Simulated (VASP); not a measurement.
# BN in VASP: a series of runs, part 2 of 2

VASP 6.6.1. The steps go on from the part before.

## (5) Single point, PBE

Input file INCAR:

```
SYSTEM = BN
PREC     = Accurate       ! precision mode
ENCUT    = 400            ! plane-wave cutoff, eV
EDIFF    = 1E-7           ! SCF threshold, eV
ISMEAR   = 0              ! smearing method
SIGMA    = 0.05           ! smearing width, eV
LREAL    = .FALSE.        ! projectors in reciprocal space
LASPH    = .TRUE.         ! aspherical terms in the spheres
NELM     = 120            ! most SCF steps
ALGO     = Normal         ! electronic algorithm
ISIF     = 2              ! what is computed and relaxed
LWAVE    = .FALSE.        ! write WAVECAR
LCHARG   = .FALSE.        ! write CHGCAR
LDIPOL   = .TRUE.       
IDIPOL   = 3            
DIPOL    = 0.5 0.5 0.500
GGA      = PE             ! functional
NBANDS   = 44             ! bands
LVHAR    = .TRUE.       
LVACPOTAV= .TRUE.
```

Input file KPOINTS:

```
Automatic mesh
0
G
  12 12 1
  0 0 0
```

Input file POSCAR:

```
BN
1.0
    2.5022435664      0.0000000000      0.0000000000
   -1.2511217832      3.4494137272      0.0000000000
    0.0000000000      0.0000000000     23.3006072779
N B
6 6
Direct
    0.0430320858      0.0860641716      0.2575040182
    0.6088097732      0.2176195465      0.3484441503
    0.1745874607      0.3491749214      0.4393842824
    0.7403651481      0.4807302963      0.5303244145
    0.3061428356      0.6122856712      0.6212645466
    0.8719205230      0.7438410461      0.7122046787
    0.5653061152      0.1306122303      0.2877953213
    0.1310838026      0.2621676052      0.3787354534
    0.6968614901      0.3937229801      0.4696755855
    0.2626391775      0.5252783550      0.5606157176
    0.8284168650      0.6568337299      0.6515558497
    0.3941945524      0.7883891049      0.7424959818
```

Potentials or basis: VASP PAW PBE potentials, release 64 (N, B).

Command:

```sh
> cat potpaw_PBE.64/N/POTCAR potpaw_PBE.64/B/POTCAR > POTCAR
> mpirun -np 1 vasp_std > vasp.out
```

OUTCAR:

```text
SYSTEM = BN
   PREC = Accurate
   ENCUT = 400
   EDIFF = 1E-7
   ISMEAR = 0
   LREAL = .FALSE.
   LASPH = .TRUE.
   NELM = 120
   ISIF = 2
   GGA = PE

 Found     43 irreducible k-points:

 Following reciprocal coordinates:
            Coordinates               Weight
  0.000000  0.000000  0.000000      1.000000
  0.083333 -0.000000  0.000000      4.000000
  0.166667  0.000000  0.000000      4.000000
  0.250000 -0.000000  0.000000      4.000000
  0.333333 -0.000000  0.000000      4.000000
  0.416667 -0.000000  0.000000      4.000000
   k-points           NKPTS =     43   k-points in BZ     NKDIM =     43   number of bands    NBANDS=     44
   number of dos      NEDOS =    301   number of ions     NIONS =     12
   total plane-waves  NPLWV =  61440
   dimension x,y,z NGX =    16 NGY =   24 NGZ =  160
   dimension x,y,z NGXF=    32 NGYF=   48 NGZF=  320
   ions per type =               6   6
   NGX,Y,Z   is equivalent  to a cutoff of  10.63, 10.87, 11.42 a.u.
   NGXF,Y,Z  is equivalent  to a cutoff of  21.26, 21.75, 22.83 a.u.
 SYSTEM =  BN
[... 305 lines left out ...]
 [bands above 36 left out]

------------------------ aborting loop because EDIFF is reached ----------------------------------------

  FORCE on cell =-STRESS in cart. coord.  units (eV):
  Direction    XX          YY          ZZ          XY          YZ          ZX
  --------------------------------------------------------------------------------------
  -------------------------------------------------------------------------------------
  Total       -3.7924359     -1.9649254      1.9033333      0.0000000      0.7713090      0.0000000
  in kB      -30.2125041    -15.6536108     15.1629367      0.0000000      6.1446460      0.0000000
  external PRESSURE =     -10.2343928 kB  Pullay stress =       0.0000000 kB

 VOLUME and BASIS-vectors are now :
 -----------------------------------------------------------------------------
  energy-cutoff  :      400.00
  volume of cell :      201.11
      direct lattice vectors                 reciprocal lattice vectors
     2.502243566  0.000000000  0.000000000     0.399641351  0.144952169  0.000000000
    -1.251121783  3.449413727  0.000000000     0.000000000  0.289904337  0.000000000
     0.000000000  0.000000000 23.300607278     0.000000000  0.000000000  0.042917336

 POSITION                                       TOTAL-FORCE (eV/Angst)
 -----------------------------------------------------------------------------------
      0.00000      0.29687      6.00000         0.000000      0.171158      1.213337
      1.25112      0.75066      8.11896         0.000000      0.266571      1.477774
      0.00000      1.20445     10.23792        -0.000000      0.114572      0.669694
      1.25112      1.65824     12.35688         0.000000      0.103201      0.624266
      0.00000      2.11203     14.47584        -0.000000      0.098782      0.657107
      1.25112      2.56582     16.59480         0.000000      0.281403      1.036778
      1.25112      0.45054      6.70581         0.000000     -0.425237     -2.632842
      0.00000      0.90432      8.82477        -0.000000     -0.117933     -0.715680
      1.25112      1.35811     10.94373         0.000000     -0.101105     -0.624088
      0.00000      1.81190     13.06269        -0.000000     -0.109360     -0.631959
      1.25112      2.26569     15.18165         0.000000     -0.166215     -1.022601
     -0.00000      2.71948     17.30061         0.000000     -0.115837     -0.051788
 -----------------------------------------------------------------------------------
    total drift:                                0.000091     -0.000424     -0.001162

  FREE ENERGIE OF THE ION-ELECTRON SYSTEM (eV)
  ---------------------------------------------------
  free  energy   TOTEN  =       -98.7985985548 eV

  energy  without entropy=      -98.7876047893  energy(sigma->0) =      -98.79310167

 vacuum level on the upper side and lower side of the slab         4.486         7.217
```

OSZICAR:

```text
N       E                     dE             d eps       ncg     rms          rms(c)
DAV:   1     0.231353736490E+03    0.23135E+03   -0.18865E+04  3880   0.763E+02
DAV:   2    -0.872118842659E+02   -0.31857E+03   -0.29444E+03  4968   0.218E+02
DAV:   3    -0.111887042053E+03   -0.24675E+02   -0.24347E+02  4824   0.629E+01
[... 13 lines left out ...]
DAV:  76    -0.987985974974E+02   -0.25578E-06   -0.13287E-07  4040   0.162E-03    0.153E-03
DAV:  77    -0.987985980150E+02   -0.51759E-06   -0.27851E-08  3144   0.816E-04    0.152E-03
DAV:  78    -0.987985983956E+02   -0.38055E-06   -0.15510E-08  3364   0.590E-04    0.128E-03
DAV:  79    -0.987985985318E+02   -0.13624E-06   -0.60904E-09  3232   0.328E-04    0.825E-04
DAV:  80    -0.987985985548E+02   -0.23014E-07   -0.15834E-09  3376   0.186E-04
   1 F= -.98798599E+02 E0= -.98793102E+02  d E =-.109938E-01
```

stdout:

```text
POSCAR found type information on POSCAR N B
 POSCAR found :  2 types and      12 ions
 scaLAPACK will be used
 LDA part: xc-table for (Slater+PW92), standard interpolation
 POSCAR, INCAR and KPOINTS ok, starting setup
 FFT: planning ... GRIDC
 FFT: planning ... GRID_SOFT
 FFT: planning ... GRID
 WAVECAR not read
 entering main loop
 -----------------------------------------------------------------------------
|                                                                             |
|           W    W    AA    RRRRR   N    N  II  N    N   GGGG   !!!           |
|           W    W   A  A   R    R  NN   N  II  NN   N  G    G  !!!           |
|           W    W  A    A  R    R  N N  N  II  N N  N  G       !!!           |
|           W WW W  AAAAAA  RRRRR   N  N N  II  N  N N  G  GGG   !            |
|           WW  WW  A    A  R   R   N   NN  II  N   NN  G    G                |
|           W    W  A    A  R    R  N    N  II  N    N   GGGG   !!!           |
|                                                                             |
|     Did not find any points to average over, which means that no vacuum     |
|     field-free region was found. Please increase the size of  your cell     |
|     in the dimension of the dipole correction to obtain accurate            |
|     workfunction values.                                                    |
|                                                                             |
 -----------------------------------------------------------------------------
```

Wall time 9 min (1 thread of Intel Xeon 6975P-C (Granite Rapids), shared host); peak memory 0.33 GiB.

The run converged, but some of its settings lie outside the range that counts as converged, so its numbers aren't taken as properties of the slab.

Results:

```yaml
Free_energy: -98.7986 eV
Largest_force: 2.667 eV/Å
Band_gap_on_the_k_mesh: none (metal or under the smearing width)
Work_function_of_the_upper_face: 5.65 eV
Work_function_of_the_lower_face: 8.38 eV
```

Caveat: the cutoff is under 1.25 times the usual one of these potentials, so pressure, stress and relaxed cells hold a basis-set (Pulay) error.
